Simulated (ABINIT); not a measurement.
The system is GaN.

```xyz
4
Lattice="3.1800 0.0000 0.0000 -1.5900 2.7540 0.0000 0.0000 0.0000 5.1660" Properties=species:S:1:pos:R:3 pbc="T T T"
Ga    1.5900    0.9180    2.5830
Ga    0.0000    1.8360    0.0000
N     1.5900    0.9180    4.5203
N     0.0000    1.8360    1.9373
```

Base run:

| Quantity | Value |
| --- | --- |
| Program | ABINIT 10.8.3 (patched build) |
| Functional | RPBE |
| Potentials or basis | JTH PAW PBE v2.0 |
| Cutoff | 844 eV |
| k mesh | 10 × 10 × 5 |
| Occupations | fermi-dirac, width 0.05 eV |
| Spin | no spin polarisation |

Its results: band gap on the k mesh 2.00 eV, direct; pressure 12.2 GPa; largest force 0.143 eV/Å.

Q: The run is repeated on the same cell with these changes: functional from RPBE to LDA. What comes out?

A: Band gap on the k mesh 1.98 eV, direct; pressure -3.8 GPa; largest force 0.126 eV/Å.

LDA binds more tightly than RPBE, so the same cell stands under less pressure.

Caveats: the PAW data sets were made with another functional, which shifts forces and pressure a little.

Not every run made on this cell is shown here.
